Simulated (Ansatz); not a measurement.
## Generalised stacking fault on (111) (shuffle set) of a GaAs-GaSb solid solution (48 atoms): a reference run and its variants

The cell holds 48 atoms: 24 Ga, 10 Sb and 14 As. Cell: a = 8.267 Å, b = 7.159 Å, c = 20.252 Å, α = 90.0°, β = 89.0°, γ = 90.0°. It derives from GaAs and GaSb. Zinc-blende GaAs (a = 5.8453 Å), cell with z along [111], 2 x 1 x 2 periods; the third cell vector is tilted by 0.083 of 1/2[1-10] and lengthened by 0 Å, so the cell holds one fault (shuffle set); displaced by a Gaussian of 0.01 Å; 10 of 24 As sites given to Sb at random (lattice constant by Vegard's rule between GaAs and GaSb).

Geometry: as built.

Reference run: Kohn-Sham DFT, PBE, PAW (set soft_2), plane waves (Ansatz 0.2.0), cutoff 420 eV, k-mesh 2×2×1, gaussian smearing of 0.05 eV.

* r.m.s. force component: 0.5003 eV/Å
* pressure: 3.512 GPa
* spacing of highest filled and lowest empty level: 0.1204 eV
* SCF cycles: 8
* time: 1.7 min on 4 threads of Arm Neoverse V1, shared host

**Question.** The same geometry is run again with each of these changes. How far do the results move, and how long does each run take?
- support functions medium
- support functions low
- support functions high
- support functions medium, radius 4.24 Å
- support functions medium, radius 4.59 Å
- support functions medium, radius 4.89 Å
- support functions medium, radius 5.24 Å
- support functions medium, radius 5.9 Å

Differences are against the plane-wave reference (Kohn-Sham DFT, PBE, PAW (set soft_2), plane waves), whose r.m.s. force component is 0.500 eV/Å. Energies are set beside the reference only for runs with its functional, potentials and electron count. Times are for 4 threads of Arm Neoverse V1, shared host. The reference's time includes the DOS, ELF, the stress and grids, which some other runs skip.

| run | Δ force, r.m.s. (meV/Å) | share of r.m.s. force (%) | Δ energy (meV/atom) | cycles | time | host memory (GiB) |
| --- | --- | --- | --- | --- | --- | --- |
| reference | - | - | - | 8 | 1.7 min | 5.3 |
| support functions medium | 0.594 | 0.119 | -1.50 | 13 | 2.4 min | 3.5 |
| support functions low | 0.609 | 0.122 | -1.50 | 11 | 2.3 min | 3.4 |
| support functions high | 0.085 | 0.0169 | -1.46 | 19 | 11 min | 5.6 |
| support functions medium, radius 4.24 Å | 0.616 | 0.123 | -1.50 | 13 | 2.2 min | 3.3 |
| support functions medium, radius 4.59 Å | 0.444 | 0.0888 | -1.50 | 13 | 2.8 min | 3.7 |
| support functions medium, radius 4.89 Å | 0.272 | 0.0544 | -1.50 | 14 | 3.7 min | 4.2 |
| support functions medium, radius 5.24 Å | 0.227 | 0.0454 | -1.51 | 13 | 4.8 min | 4.7 |
| support functions medium, radius 5.9 Å | 0.181 | 0.0363 | -1.51 | 13 | 7.6 min | 5.9 |

Among numerical settings the force difference runs from 0.085 meV/Å (support functions high) to 0.62 meV/Å (support functions medium, radius 4.24 Å). At 48 atoms the fastest of the runs at a preset level, support functions low, takes roughly 1.3 times the time of plane waves (whose run also made extra analyses), in 11 SCF cycles against 8. Differences between support functions and plane waves include what basis error the plane-wave run still has. As the radius goes from 4.24 to 5.9 Å, the force difference goes from 0.62 to 0.18 meV/Å, and the time from 2.2 min to 7.6 min. 

[Hosts, paths, dates, database ids (printed as entryN), source tags and the programs' standing remarks are cut or masked in the printed files.]
